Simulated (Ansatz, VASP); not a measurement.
BAs: VASP beside Ansatz

```xyz
2
Lattice="0.0000 2.2930 2.3885 2.2930 0.0000 2.3885 2.2930 2.2930 0.0000" Properties=species:S:1:pos:R:3 pbc="T T T"
B     0.0000    0.0000    0.0000
As    3.4394    3.4394    3.5827
```

Change from the starting cell: strain -0.040 along x and y, +0.000 along z, atoms carried along.

Alike in both runs: task single point; functional LDA; k mesh 10 × 10 × 10; occupations gaussian, width 0.05 eV; no spin polarisation.

|  | VASP | Ansatz |
| --- | --- | --- |
| version | VASP 6.6.1 | Ansatz 0.2.0 |
| potentials or method | VASP PAW LDA potentials, release 64 (B, As) | scalar-relativistic, plane waves, PAW |
| plane-wave cutoff (eV) | 520 | 420 |
| valence electrons in the cell | 8 | 18 |

Ansatz gave:

| Item | Value |
| --- | --- |
| gap on the k mesh at the Fermi level (eV) | 0.73 |
| least direct gap on the mesh (eV) | 3.14 |
| pressure (GPa) | 8.7 |
| largest component of the traceless stress (GPa) | 6.48 |

Task: Estimate VASP's values.

Result: gap on the k mesh at the Fermi level (eV): 0.72; least direct gap on the mesh (eV): 3.14; pressure (GPa): 9.9; largest component of the traceless stress (GPa): 6.43.

The two sets of potentials don't hold the same shells in valence.

A k mesh can miss the band edges.
